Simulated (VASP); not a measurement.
Here is a VASP 6.6.1 calculation.

INCAR

```
ALGO = Fast
EDIFF = 1E-6
ENCUT = 520
GGA = PS
ISIF = 2
ISMEAR = 0
LASPH = True
LCHARG = False
LREAL = False
LWAVE = False
NBANDS = 18
NELM = 80
PREC = Accurate
SIGMA = 0.05
```

Contents of KPOINTS:

```
k-points
0
Gamma
  9 9 6
```

Contents of POSCAR:

```
LiF
1.0
    3.0609398175      0.0000000000      0.0000000000
   -1.5304699087      2.6508516414      0.0000000000
    0.0000000000      0.0000000000      4.8073245700
Li F
2 2
Direct
    0.3333333333      0.6666666667      0.3811542600
    0.6666666667      0.3333333333      0.8811542600
    0.3333333333      0.6666666667      0.9314389667
    0.6666666667      0.3333333333      0.4314389667
```

Potentials or basis: VASP PAW PBE potentials, release 64 (Li_sv, F).

Command:

```bash
$ cat potpaw_PBE.64/Li_sv/POTCAR potpaw_PBE.64/F/POTCAR > POTCAR
$ mpirun -np 1 vasp_std > vasp.out
```

Task: What does it give for the largest force?

Result: 0.299 eV/Å.

Task: Estimate the band gap on the k mesh.

Result: 7.48 eV, direct.

Forces on the atoms (eV/Å):
```
Li   0.000  0.000 -0.299
Li   0.000  0.000 -0.299
F    0.000  0.000  0.299
F    0.000  0.000  0.299
```

Caveat: the PAW data sets were made with another functional, which shifts forces and pressure a little; an odd mesh through Γ misses points on the zone boundary, where band edges often lie.
